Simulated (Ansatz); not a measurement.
**Ni, one cell by several methods**

```
CELL_PARAMETERS angstrom
2.49604 0.00000 0.00000
-1.24802 2.16163 0.00000
0.00000 0.00000 4.15269
ATOMIC_POSITIONS crystal
Ni 0.33333 0.66667 0.25000
Ni 0.66667 0.33333 0.75000
```

Atoms are numbered in the order listed.

Structure from Materials Project entry mp-10257 (possibly hypothetical), not relaxed further. The listed cell was then made from it by scaling, straining or moving an atom.

Other magnetic orders may lie lower; this is the state that the run reached.

All numbers are computed: DFT, LDA, PAW with Ansatz's default frozen-core files, scalar-relativistic (Ansatz 0.2.0); DFT, LDA, all-electron PAW with datasets made for the crystal, scalar-relativistic (Ansatz 0.2.0); DFT, LDA, all-electron LAPW, scalar-relativistic (Ansatz 0.2.0).

For PAW: a Γ-centred 15×15×8 k mesh, Fermi–Dirac smearing of 0.08 eV, cutoff 420 eV, spin-polarised from start moments Ni1 1.5, Ni2 1.5 μB; the PAW files were made with PBE, and the program remakes their frozen cores for this functional. The crystal-made all-electron datasets (AE datasets) take a cutoff of 320 eV at this cell. LAPW targets a basis error of 1 meV/atom. The Ansatz runs share mesh, smearing and spin set-up. Plane-wave (PAW) pressures include the program's estimate of the Pulay term.

Stress and pressure are positive in compression.

The change that made this cell: volume scaled by 1.06.

| quantity | PAW | AE datasets | LAPW |
| --- | --- | --- | --- |
| pressure (GPa) | -20.62 | -20.69 | -20.69 |
| stress xx (GPa) | -19.72 | -19.80 | -19.80 |
| stress zz (GPa) | -22.41 | -22.46 | -22.47 |
| moment of the cell (μB) | 1.279 | 1.279 | 1.279 |
